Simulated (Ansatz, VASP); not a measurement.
# Al35N36 (V_Al) in two plane-wave programs, part 2 of 3

Wanted: the spread between two codes on one cell, functional and k mesh. Of the first pair: The structure shown is the start of the Ansatz relaxation below; VASP solves that cell, so the two are compared at the walk's first step.

VASP 6.6.1 and Ansatz 0.2.0.

So far: The structure; Ansatz: relaxation, r2SCAN.

**3. VASP: single point, r2SCAN, start cell, pair 1**

Level of this step: r2SCAN, spin-polarised from a ferromagnetic start; plane waves and PAW (Al, N) (VASP).

The same cell, functional and mesh now go to VASP, with its own data sets.

Lines of VASP's logs that name or quote its potential files are left out, and so is its time.

File INCAR:

```
SYSTEM = Al35N36
PREC = Accurate
ENCUT = 580
EDIFF = 1E-06
NELM = 200
ISMEAR = 0
SIGMA = 0.01
LREAL = Auto
ALGO = Normal
METAGGA = R2SCAN
LASPH = .TRUE.
NELECT = 287
NBANDS = 200
ISPIN = 2
MAGMOM = -0 -0 -0 0 -0 0 0 -0 0 -0 -0 0 -0 -0 -0 0 -0 -0 -0 -0 0 0 -0 -0 -0 -0 -0 -0 -0 -0 0 -0 -0 -0 0 0 0 0 0 0.09 0 0 -0 0 0 0 -0 0.05 0.01 0 -0 0.43 0 0 0.01 0.09 0 0 0 0.01 -0 0 -0 0.05 0.01 0 -0 0 0 0 0
LORBIT = 11
LWAVE = .FALSE.
LCHARG = .FALSE.
ISIF = 2
ISYM = 0
NUPDOWN = 1
GGA_COMPAT = .FALSE.
LMIXTAU = .TRUE.
NCORE = 2
```

File POSCAR:

```
Al35N36
1.0
    9.3195655359      0.0000000860      0.0000000000
   -4.6597828424      8.0709804634      0.0000000000
    0.0000000000      0.0000000000      9.9564777190
Al N
35 36
Direct
    0.2203678640      0.1128961946      0.2536654097
    0.1121427401      0.2278957307      0.5007026722
    0.2244056191      0.1140585069      0.7539685431
    0.1162508124      0.2218015516      0.9994448118
    0.2259032466      0.4424041164      0.2478353359
    0.1112916685      0.5562832187      0.4946174881
    0.2258793521      0.4423389447      0.7479075643
    0.1118858122      0.5612603092      0.9993738027
    0.2180311567      0.7746418183      0.2531693508
    0.1122245544      0.8939006882      0.5022502075
    0.2214017855      0.7811865002      0.7461377617
    0.1087018967      0.8909042741      0.9960916179
    0.5504354998      0.1105254754      0.2517412353
    0.4499712418      0.2260310218      0.5016484886
    0.5601573534      0.1121848772      0.7464418853
    0.4415072701      0.2184007222      0.0034356810
    0.5606615149      0.4441839462      0.2506751956
    0.5570379617      0.4502469023      0.7507553586
    0.4493274511      0.5598058355      0.0021871471
    0.5550782459      0.7774280932      0.2445958369
    0.4496076308      0.8890194932      0.4980401845
    0.5506272717      0.7785459253      0.7499268527
    0.4442413058      0.8834278554      0.9997619922
    0.8935190769      0.1167315331      0.2483528884
    0.7770294408      0.2270543141      0.5006517506
    0.8896956329      0.1081893244      0.7457153232
    0.7718094017      0.2200944410      0.0006830007
    0.8896425357      0.4499868312      0.2508131962
    0.7794549774      0.5524377061      0.5027091047
    0.8850110324      0.4429082613      0.7457035720
    0.7761818360      0.5546502006      0.0044530086
    0.8841884329      0.7788592665      0.2502201150
    0.7738403064      0.8908690792      0.5007713712
    0.8888008330      0.7823473185      0.7470393858
    0.7830999261      0.8890111883      0.0005810570
    0.2195417039      0.1146054046      0.4402580033
    0.1110146701      0.2207434399      0.1952377191
    0.2213610457      0.1159813216      0.9407356963
    0.1119056903      0.2259187714      0.6864910657
    0.2174135006      0.4391095973      0.4388171323
    0.1149272078      0.5600180809      0.1935498732
    0.2280413242      0.4463396977      0.9389608719
    0.1119740842      0.5572119782      0.6855594109
    0.2231195383      0.7736062563      0.4428452636
    0.1114087338      0.8879057536      0.1854954184
    0.2181128683      0.7788073593      0.9428041989
    0.1066283871      0.8846080130      0.6875051794
    0.5533393388      0.1070391579      0.4441792695
    0.4491907809      0.2213296104      0.1914335625
    0.5510760920      0.1054061469      0.9416284819
    0.4469039537      0.2218746495      0.6860320680
    0.5568895605      0.4410340191      0.4373187108
    0.4461093647      0.5612968563      0.1888866779
    0.5552219484      0.4465788226      0.9358699194
    0.4460429058      0.5597288932      0.6940815010
    0.5507399116      0.7770582498      0.4431338195
    0.4404004276      0.8833584711      0.1923187149
    0.5560417564      0.7801495718      0.9449911169
    0.4481717399      0.8887978349      0.6939679066
    0.8843067830      0.1114886758      0.4381218060
    0.7776446153      0.2167933550      0.1902777321
    0.8916894494      0.1124293297      0.9359195353
    0.7794183326      0.2185237520      0.6927563336
    0.8872298092      0.4476705080      0.4433982704
    0.7727833241      0.5554196239      0.1884128155
    0.8867555208      0.4469766641      0.9436967837
    0.7717246444      0.5536649424      0.6905066424
    0.8938833934      0.7808372170      0.4374741874
    0.7809753227      0.8909311533      0.1946794895
    0.8940189120      0.7831053429      0.9392853842
    0.7754234436      0.8875663825      0.6950413786
```

File KPOINTS:

```
Points of the shifted mesh
1
Reciprocal
 0.2500000000  0.2500000000  0.2500000000 1
```

Potentials, in the order of the species: Al and N (PBE family, release 64).

Launch:

```console
$ mpirun -np 8 vasp_std
```

Numbers of over 12 decimals in the logs are rounded to 6 here.

Output:

```text
[banner, memory and clock lines left out]
running    8 mpi-ranks, on    1 nodes
[...]
|                                                                             |
|               ----> ADVICE to this user running VASP <----                  |
|                                                                             |
|     You enforced a specific xc type in the INCAR file but a different       |
|     [... a line on the potential file left out ...]
|     I HOPE YOU KNOW WHAT YOU ARE DOING!                                     |
|                                                                             |

 LDA part: xc-table for (None), standard interpolation
 POSCAR, INCAR and KPOINTS ok, starting setup
[...]
entering main loop
       N       E                     dE             d eps       ncg     rms          rms(c)
DAV:   1     0.116813381387E+04    0.11681E+04   -0.14725E+05   800   0.147E+03
DAV:   2    -0.672114303448E+03   -0.18402E+04   -0.17560E+04  1000   0.297E+02
DAV:   3    -0.814983079735E+03   -0.14287E+03   -0.14163E+03   984   0.885E+01
DAV:   4    -0.817249575180E+03   -0.22665E+01   -0.22592E+01   960   0.117E+01
DAV:   5    -0.817295734502E+03   -0.46159E-01   -0.46116E-01   984   0.158E+00BRMIX: very serious problems
 the old and the new charge density differ
 old charge density:   285.00000 new  287.00000
    0.534E+01
DAV:   6    -0.686559320514E+03    0.13074E+03   -0.29169E+02   944   0.329E+01    0.238E+01
DAV:   7    -0.660353369438E+03    0.26206E+02   -0.17552E+01   928   0.108E+01    0.142E+01
DAV:   8    -0.686586826387E+03   -0.26233E+02   -0.15740E+01   992   0.114E+01    0.110E+01
DAV:   9    -0.661796221411E+03    0.24791E+02   -0.53854E+00   856   0.626E+00    0.642E+00
[...]
DAV:  24    -0.659951938965E+03   -0.22344E-03   -0.95761E-05   856   0.266E-02    0.188E-02
DAV:  25    -0.659951959802E+03   -0.20836E-04   -0.13660E-05   944   0.121E-02    0.118E-02
DAV:  26    -0.659951960772E+03   -0.97063E-06   -0.69117E-06   648   0.483E-03
   1 F= -.65995196E+03 E0= -.65995196E+03  d E =-.431730E-11  mag=     1.0000
```

OUTCAR, selected parts (step 3):

```text
  FREE ENERGIE OF THE ION-ELECTRON SYSTEM (eV)
  ---------------------------------------------------
  free  energy   TOTEN  =      -659.9519607724 eV

  energy  without entropy=     -659.9519607724  energy(sigma->0) =     -659.95196077

 magnetization (x)
# of ion       s       p       d       tot
------------------------------------------
    1       -0.000  -0.000   0.000  -0.000
    2       -0.001  -0.002   0.000  -0.003
    3       -0.000  -0.000   0.000  -0.000
    4       -0.000   0.000   0.000  -0.000
    5       -0.000  -0.000   0.000  -0.000
    6       -0.000   0.000   0.000  -0.000
    7       -0.001  -0.001   0.000  -0.002
    8       -0.000   0.000   0.000   0.000
    9       -0.000   0.000   0.000   0.000
   10       -0.000  -0.000   0.000  -0.000
   11        0.000   0.000   0.000   0.000
   12        0.000   0.000   0.000   0.000
   13       -0.000  -0.000   0.000  -0.000
[...]
--------------------------------------------------
tot          0.032   0.674   0.000   0.706
```

The run ends at a pressure of 4.58 GPa, with forces up to 3.1 eV/Å.

**4. Comparison**

Known differences besides the potentials themselves: VASP starts from the moments at which Ansatz ended; VASP keeps PBE cores, Ansatz makes them for the functional; fixed occupations in Ansatz, narrow Gaussian smearing in VASP; the cutoff is 500 eV in Ansatz and 580 eV in VASP (PREC = Accurate, projectors in real space). Total energies have different zeros and are not compared.

Forces on 10 of the 71 atoms, those with the largest forces and the largest differences (eV/Å; atoms numbered as in POSCAR):

```tsv
atom	Ansatz x, y, z	VASP x, y, z
Al5	-0.107, 0.937, 2.255	-0.112, 0.938, 2.261
Al6	2.074, -0.955, 0.510	2.069, -0.964, 0.517
Al17	-1.907, 0.220, 1.935	-1.916, 0.221, 1.919
Al18	-1.421, -0.159, -1.692	-1.415, -0.170, -1.704
Al20	0.008, -0.150, 2.664	0.011, -0.149, 2.678
Al21	-0.200, -1.532, 0.587	-0.224, -1.526, 0.601
Al29	-2.910, 0.664, -0.849	-2.915, 0.669, -0.838
Al32	1.044, -0.004, 0.377	1.055, -0.014, 0.366
Al33	-0.432, -1.444, -0.584	-0.417, -1.444, -0.566
N56	1.429, 1.833, -1.289	1.441, 1.835, -1.301
```

The forces differ by 6.6 meV/Å r.m.s., which is 0.7 % of the r.m.s. force of 0.914 eV/Å (both taken over all components). Moments aren't recorded for both runs of this pair, so they may hold unlike magnetic states. The cell carries a charge of -2 e against a uniform background, so its pressure also hangs on how the neutralising background is counted, and in a defect's cell a gap may be the spacing between its levels.

**5. Ansatz: relaxation, r2SCAN**

This run makes the geometry at which the two programs are then compared.

The structure compared here is the end of the Ansatz relaxation.

File input.yaml:

```yaml
crystal:
  lattice:
    - [9.31956554, 9.0e-08, 0.0]
    - [-4.65978284, 8.07098046, 0.0]
    - [0.0, 0.0, 9.95647772]
  atoms:
    - { symbol: Al, position: [0.22222222, 0.11111111, 0.24960167] }
    - { symbol: Al, position: [0.11111111, 0.22222222, 0.49960167] }
    - { symbol: "N", position: [0.22222222, 0.11111111, 0.44039833] }
    - { symbol: "N", position: [0.11111111, 0.22222222, 0.19039833] }
    - { symbol: Al, position: [0.22222222, 0.11111111, 0.74960167] }
    - { symbol: Al, position: [0.11111111, 0.22222222, 0.99960167] }
    - { symbol: "N", position: [0.22222222, 0.11111111, 0.94039833] }
    - { symbol: "N", position: [0.11111111, 0.22222222, 0.69039833] }
    - { symbol: Al, position: [0.22222222, 0.44444444, 0.24960167] }
    - { symbol: Al, position: [0.11111111, 0.55555556, 0.49960167] }
    - { symbol: "N", position: [0.22222222, 0.44444444, 0.44039833] }
    - { symbol: "N", position: [0.11111111, 0.55555556, 0.19039833] }
    - { symbol: Al, position: [0.22222222, 0.44444444, 0.74960167] }
    - { symbol: Al, position: [0.11111111, 0.55555556, 0.99960167] }
    - { symbol: "N", position: [0.22222222, 0.44444444, 0.94039833] }
    - { symbol: "N", position: [0.11111111, 0.55555556, 0.69039833] }
    - { symbol: Al, position: [0.22222222, 0.77777778, 0.24960167] }
    - { symbol: Al, position: [0.11111111, 0.88888889, 0.49960167] }
    - { symbol: "N", position: [0.22222222, 0.77777778, 0.44039833] }
    - { symbol: "N", position: [0.11111111, 0.88888889, 0.19039833] }
    - { symbol: Al, position: [0.22222222, 0.77777778, 0.74960167] }
    - { symbol: Al, position: [0.11111111, 0.88888889, 0.99960167] }
    - { symbol: "N", position: [0.22222222, 0.77777778, 0.94039833] }
    - { symbol: "N", position: [0.11111111, 0.88888889, 0.69039833] }
    - { symbol: Al, position: [0.55555556, 0.11111111, 0.24960167] }
    - { symbol: Al, position: [0.44444444, 0.22222222, 0.49960167] }
    - { symbol: "N", position: [0.55555556, 0.11111111, 0.44039833] }
    - { symbol: "N", position: [0.44444444, 0.22222222, 0.19039833] }
    - { symbol: Al, position: [0.55555556, 0.11111111, 0.74960167] }
    - { symbol: Al, position: [0.44444444, 0.22222222, 0.99960167] }
    - { symbol: "N", position: [0.55555556, 0.11111111, 0.94039833] }
    - { symbol: "N", position: [0.44444444, 0.22222222, 0.69039833] }
    - { symbol: Al, position: [0.55555556, 0.44444444, 0.24960167] }
    - { symbol: "N", position: [0.55555556, 0.44444444, 0.44039833] }
    - { symbol: "N", position: [0.44444444, 0.55555556, 0.19039833] }
    - { symbol: Al, position: [0.55555556, 0.44444444, 0.74960167] }
    - { symbol: Al, position: [0.44444444, 0.55555556, 0.99960167] }
    - { symbol: "N", position: [0.55555556, 0.44444444, 0.94039833] }
    - { symbol: "N", position: [0.44444444, 0.55555556, 0.69039833] }
    - { symbol: Al, position: [0.55555556, 0.77777778, 0.24960167] }
    - { symbol: Al, position: [0.44444444, 0.88888889, 0.49960167] }
    - { symbol: "N", position: [0.55555556, 0.77777778, 0.44039833] }
    - { symbol: "N", position: [0.44444444, 0.88888889, 0.19039833] }
    - { symbol: Al, position: [0.55555556, 0.77777778, 0.74960167] }
    - { symbol: Al, position: [0.44444444, 0.88888889, 0.99960167] }
    - { symbol: "N", position: [0.55555556, 0.77777778, 0.94039833] }
    - { symbol: "N", position: [0.44444444, 0.88888889, 0.69039833] }
    - { symbol: Al, position: [0.88888889, 0.11111111, 0.24960167] }
    - { symbol: Al, position: [0.77777778, 0.22222222, 0.49960167] }
    - { symbol: "N", position: [0.88888889, 0.11111111, 0.44039833] }
    - { symbol: "N", position: [0.77777778, 0.22222222, 0.19039833] }
    - { symbol: Al, position: [0.88888889, 0.11111111, 0.74960167] }
    - { symbol: Al, position: [0.77777778, 0.22222222, 0.99960167] }
    - { symbol: "N", position: [0.88888889, 0.11111111, 0.94039833] }
    - { symbol: "N", position: [0.77777778, 0.22222222, 0.69039833] }
    - { symbol: Al, position: [0.88888889, 0.44444444, 0.24960167] }
    - { symbol: Al, position: [0.77777778, 0.55555556, 0.49960167] }
    - { symbol: "N", position: [0.88888889, 0.44444444, 0.44039833] }
    - { symbol: "N", position: [0.77777778, 0.55555556, 0.19039833] }
    - { symbol: Al, position: [0.88888889, 0.44444444, 0.74960167] }
    - { symbol: Al, position: [0.77777778, 0.55555556, 0.99960167] }
    - { symbol: "N", position: [0.88888889, 0.44444444, 0.94039833] }
    - { symbol: "N", position: [0.77777778, 0.55555556, 0.69039833] }
    - { symbol: Al, position: [0.88888889, 0.77777778, 0.24960167] }
    - { symbol: Al, position: [0.77777778, 0.88888889, 0.49960167] }
    - { symbol: "N", position: [0.88888889, 0.77777778, 0.44039833] }
    - { symbol: "N", position: [0.77777778, 0.88888889, 0.19039833] }
    - { symbol: Al, position: [0.88888889, 0.77777778, 0.74960167] }
    - { symbol: Al, position: [0.77777778, 0.88888889, 0.99960167] }
    - { symbol: "N", position: [0.88888889, 0.77777778, 0.94039833] }
    - { symbol: "N", position: [0.77777778, 0.88888889, 0.69039833] }
  host:
    repeats: [3, 3, 2]
    atoms:
      - { symbol: Al, position: [0.66666667, 0.33333333, 0.49920333] }
      - { symbol: Al, position: [0.33333333, 0.66666667, 0.99920333] }
      - { symbol: "N", position: [0.66666667, 0.33333333, 0.88079667] }
      - { symbol: "N", position: [0.33333333, 0.66666667, 0.38079667] }
total_charge: -2
basis:
  ecutwfc: 500
  xc_grid: 2
hamiltonian:
  xc: r2scan
  pseudopotentials: { kind: paw, azcp: { folder: soft_1 } }
kpoints:
  mp_grid: { grid: [1, 1, 1], shift: [0.25, 0.25, 0.25] }
magnetization:
  spin_polarized: true
  initial_magnetization: 1
  spin_locking: { lock_magnetization: hard }
scf:
  occupations: { method: fixed }
  max_iter: 100
output:
  forces: true
  charged_corrections:
    epsilon: [4.49, 4.49, 4.72]
    static_epsilon: [8.15, 8.15, 9.65]
    defect_position: [0.444444, 0.555556, 0.499602]
relax:
  f_tol: 0.02
  max_steps: 80
  random_displacement: { amplitude: 0.05, seed: 5763 }
checkpoint:
  write: "../qm2_M1.relax.run"
  compress: false
  write_wavefunctions: true
  write_every: 100000
```

Launch:

```console
$ ansatz run input.yaml --threads 4 --pin off --max-ram 15073MiB --backend cpu --events-out ev --progress --plain --runs-dir out
```

Output:

```text
[...]
Crystal: 71 atoms, lattice volume = 748.907 Å³
Basis set: ecut = 500 eV, 18913 PW (Γ), exchange–correlation on 144×144×150 points (8 copies of the dense FFT grid, shifted against one another)
Bands: 215, of which v1, the nominal top of the filled ones, is band 144 counted from 1 (143 counted from 0)
Symmetry: 1 space group operations
k-points: 1
[...]
Starting moments: Σ|m| = 1 μB on 71 of 71 sites
[...]
- { symbol: Al, position: [0.110942, 0.555747, 1.000104] }
    - { symbol: N, position: [0.216810, 0.442662, 0.941523] }
    - { symbol: N, position: [0.110996, 0.556359, 0.690785] }
[...]
- { symbol: Al, position: [0.888390, 0.778581, 0.250364] }
    - { symbol: Al, position: [0.773249, 0.887465, 0.499259] }
    - { symbol: N, position: [0.889693, 0.779627, 0.440801] }
    - { symbol: N, position: [0.779589, 0.889831, 0.189120] }
    - { symbol: Al, position: [0.888068, 0.778553, 0.749784] }
    - { symbol: Al, position: [0.777530, 0.890056, 1.000197] }
    - { symbol: N, position: [0.889069, 0.778633, 0.940348] }
    - { symbol: N, position: [0.778801, 0.889869, 0.691140] }
```

[end of part 2 of 3]

[Lines on the potential files, build, host, timing and source positions are cut from VASP's logs without a mark.]

[Logs are printed without paths, hosts, clocks, repeated set-up lines and the standing remarks that a program may print on its own settings, such as how far it seeks lower states.]

[Hosts, paths, dates, database ids (printed as entryN), source tags and the programs' standing remarks are cut or masked in the printed files.]
